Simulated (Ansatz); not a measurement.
Ge:

```
Ge
1.0
     0.00000    2.82891    2.82891
     2.82891    0.00000    2.82891
     2.82891    2.82891    0.00000
Ge
2
Cartesian
  4.2434 4.2434 4.2434
  2.8289 2.8289 2.8289
```

Base run:

* Program: Ansatz 0.2.0
* Functional: r2SCAN
* Potentials or basis: Ansatz PAW
* Cutoff: 500 eV (not typed: the program's choice for these potentials)
* k mesh: 8 × 8 × 8
* Occupations: fermi-dirac, width 0.05 eV
* Spin: no spin polarisation

Its results: band gap on the k mesh 0.44 eV, direct; pressure 0.6 GPa.

The run is repeated on the same cell with these changes: functional from r2SCAN to LDA; cutoff from 500 eV (not typed: the program's choice for these potentials) to 420 eV (not typed: the program's choice for these potentials). What comes out?

Band gap on the k mesh none (metal or under the smearing width); pressure -1.3 GPa.

r2SCAN gives the wider gap, since meta-GGAs in the generalised Kohn-Sham scheme recover part of the derivative discontinuity.

Caveats: the PAW data sets come from PBE, with cores solved anew for the run's functional, which leaves a small shift of forces and pressure; this crystal is a semiconductor, whose small gap the functional closes, so the metal is an error of the method (some runs).
